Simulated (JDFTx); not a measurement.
Write the native input for JDFTx 1.7.0 (patched build) that does the following.

| Quantity | Value |
| --- | --- |
| Task | relaxation of cell and atoms |
| Functional | PBE |
| Dispersion | D2 |
| Potentials or basis | PseudoDojo-SR-PBE-0.5-standard with smoothed tails |
| Cutoff | 789 eV |
| Density cutoff | 6313 eV |
| k mesh | 4 × 4 × 2 |
| Occupations | fermi-dirac, width 0.05 eV |
| Spin | no spin polarisation |
| Local potential set to -Z/r beyond | 6 bohr |
| Bands | 21 |
| Density cutoff over wavefunction cutoff | 8 |
| Max SCF steps | 100 |
| SCF threshold on the energy | 1e-09 Ha |
| Solver of the electrons | scf |
| Further solve for the empty bands | no |

Crystal: Cl.

```
Cl
1.0
     3.14500   -2.25000    0.00000
     3.14500    2.25000    0.00000
     0.00000    0.00000    8.21000
Cl
4
Direct
  0.37000 0.63000 0.40000
  0.13000 0.87000 0.90000
  0.63000 0.37000 0.60000
  0.87000 0.13000 0.10000
```

One way to write it, as run:

Cl.in

```
lattice \
    5.9431886619     5.9431886619     0.0000000000 \
   -4.2518837804     4.2518837804     0.0000000000 \
    0.0000000000     0.0000000000    15.5146514832
coords-type Cartesian
ion Cl     5.9431886619     1.1054897829     6.2058605933 1
ion Cl     5.9431886619     3.1463939975    13.9631863349 1
ion Cl     5.9431886619    -1.1054897829     9.3087908899 1
ion Cl     5.9431886619    -3.1463939975     1.5514651483 1

ion-species pseudo/Cl.upf
elec-cutoff 29 232
elec-ex-corr gga-PBE
van-der-waals
kpoint-folding 4 4 2
elec-smearing Fermi 0.0018374661
elec-n-bands 21
electronic-SCF nIterations 100 energyDiffThreshold 1e-09
electronic-minimize nIterations 30 energyDiffThreshold 1e-7
forces-output-coords Cartesian
lattice-minimize nIterations 40 energyDiffThreshold 1e-6

dump-name run.$VAR
dump End Ecomponents EigStats BandEigs Kpoints Forces Stress
```

Potentials or basis: PseudoDojo-SR-PBE-0.5-standard with smoothed tails.

The run is started by

```sh
$ jdftx -c 1 -i Cl.in -o Cl.out
```

It gave:

- Relaxed volume: 28.51 Å³/atom
- Relaxed cell: a = 3.859 Å, b = 3.859 Å, c = 8.124 Å, α = 90.00°, β = 90.00°, γ = 70.46°
- Space group after relaxing (to 0.05 Å): Cmce (No. 64)
- Energy gained by relaxing: 2.3 meV/atom
- Ionic steps: 9
- Pressure after relaxing: -0.1 GPa
- Largest force after relaxing: 0.016 eV/Å
- Band gap on the k mesh: 2.43 eV, indirect (least direct gap 2.46 eV)

Caveat: the k mesh is coarse (spacing up to 0.43 Å⁻¹), so the values aren't converged.

Run time: 13 min on 1 thread of Arm Neoverse V2 (shared host), peak memory 0.22 GiB.
